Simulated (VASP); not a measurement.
Al2Au under changes of volume

One of the cells (17.626 Å³/atom); the others are scaled copies at fixed shape and fractional positions:

```
CELL_PARAMETERS angstrom
0.00000 2.97905 2.97905
2.97905 0.00000 2.97905
2.97905 2.97905 0.00000
ATOMIC_POSITIONS crystal
Au 0.00000 0.00000 0.00000
Al 0.75000 0.75000 0.75000
Al 0.25000 0.25000 0.25000
```

- Program: VASP 6.6.1
- Functional: LDA
- Potentials or basis: VASP PAW LDA potentials, release 64 (Au, Al)
- Cutoff: 520 eV
- k mesh: 8 × 8 × 8
- Occupations: fermi-dirac, width 0.05 eV
- Spin: no spin polarisation

```csv
volume (Å³/atom),energy over the lowest point (meV/atom),pressure (GPa)
16.921,11.24,5.4
17.273,2.64,2.5
17.626,0.00,0.0
17.978,2.64,-2.3
18.331,?,?
```

**Question.** What does the run at 18.331 Å³/atom give?

**Answer.** Energy over the lowest point 9.96 meV/atom; pressure -4.3 GPa.

Worked out: A Birch-Murnaghan fit of order 2 (a polynomial in V^(-2/3)) to the other rows has its minimum at 17.62 Å³/atom with B0 = V·E''(V) = 122 GPa. It gives 10.17 meV/atom at 18.331 Å³/atom, against the run's 9.96, and -dE/dV = -4.4 GPa, against -4.3.

Energies are extrapolated to zero smearing.
